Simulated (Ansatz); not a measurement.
`CC(=O)O[SiH2]F` + `[SiH3]P` → `F[SiH2]P[SiH3]` + `CC(=O)O` at 500 K and 1 bar (ligand exchange at the Si–O bond).

Computed with Ansatz on PBE0-D4/def2-TZVP structures; ΔE is electronic, products minus reactants. CCSD(T)/CBS is the MP2 limit (def2-TZVPP, def2-QZVPP) plus CCSD(T) − MP2 in def2-TZVPP, frozen cores. This one scheme is used for every species. One conformer a species, not always the lowest.

```tsv
species	CCSD(T)/CBS energy (Eh)	H − E (kJ/mol)	S (J/(mol·K))
`CC(=O)O[SiH2]F`	-618.45411	238.8	424.6
`[SiH3]P`	-633.00997	141.7	322.6
`F[SiH2]P[SiH3]`	-1022.56126	193.6	434.5
`CC(=O)O`	-228.87529	193.9	329.7
```

H − E and S are ideal-gas, rigid-rotor, harmonic terms from PBE0-D4/def2-TZVP, for one conformer and one mirror image of each species. 1 Eh = 2625.50 kJ/mol, R = 8.31446 J/(mol·K).

Task: By hand: ΔE, ΔH, ΔS and ΔG.

Result: ΔE = (-1022.56126) + (-228.87529) − (-618.45411) − (-633.00997) = 0.02753 Eh = 72.3 kJ/mol. Δ(H − E) = 193.6 + 193.9 − 238.8 − 141.7 = 7.0, so ΔH = 79.3 kJ/mol. ΔS = 434.5 + 329.7 − 424.6 − 322.6 = 17.0 J/(mol·K). ΔG = 79.3 − 500 × (17.0)/1000 = 70.8 kJ/mol.

Task: By hand: the equilibrium constant, and the temperature at which ΔG would vanish if ΔH and ΔS stayed fixed.

Result: log₁₀ K = −ΔG/(RT ln 10) = -7.4. ΔG = 0 at ΔH/ΔS = 4665 K, far beyond where these terms or the molecules hold.

ΔH outweighs TΔS. A doubt of 5 kJ/mol in ΔE shifts log₁₀ K by 0.5 here. Other conformers and mirror images would add mixing entropy, several J/(mol·K) or more a flexible species. Modes under 60 cm⁻¹, often nearly free rotors, make the harmonic entropy too high. These are equilibria of isolated gas molecules and say nothing of rates. Largest T1 diagnostic: 0.015 (customary marks: 0.02 for closed shells, 0.045 for open ones).
